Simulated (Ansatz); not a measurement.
A relaxed cell of ZrSi₃O₈ is given with its symmetry left out. The cell was found from a structure generator's guess, not taken from experiment.

The calculation used DFT PBE, scalar-relativistic, plane waves, PAW in Ansatz. Cutoff 420 eV, Γ-centred mesh, Gaussian smearing, no spin polarisation.

```
Zr Si O
1.0
     5.50055    0.00000    0.00000
     0.00000    5.50055    0.00000
     0.00000    0.00000    8.03135
Zr Si O
1 3 8
Cartesian
  2.7503 2.7503 4.0157
  0.0000 2.7503 6.2681
  2.7503 0.0000 1.7633
  0.0000 0.0000 0.0000
  0.0000 4.1207 7.1593
  2.7503 1.2867 2.7454
  1.2867 2.7503 5.2860
  4.1207 0.0000 0.8721
  0.0000 1.3799 7.1593
  2.7503 4.2138 2.7454
  4.2138 2.7503 5.2860
  1.3799 0.0000 0.8721
```

The zero of energy is the elements' standard structures at the same level (O₂ as a molecule); no fitted shifts are applied.

Problem. What space group does it have?

Solution. P-4m2 (No. 115). Conventional cell: a = 5.501 Å, c = 8.031 Å. Zr is surrounded by 4 O at 1.94 Å; Si on a site of symmetry 2mm is surrounded by 4 O at 1.62–1.63 Å; Si on a site of symmetry -4m2 has 4 O at 1.63 Å; around O on its first site lie 2 Si at 1.63 Å; 1 more site not described.

Problem. How far does it lie from the elements in energy?

Solution. −2.856 eV/atom. Whether it is stable depends on the other phases of the system, which aren't compared here.

Problem. Is it a metal?

Solution. No, the gap on the 4×4×4 mesh is 4.66 eV.

The last run used a 4×4×4 mesh for its 12-atom cell and Gaussian smearing of 0.02 eV. Kohn–Sham gaps at this level usually fall short of measured ones. A later test with randomly moved atoms led to a structure 14 meV/atom lower, so this end is a saddle point or a shallow minimum.
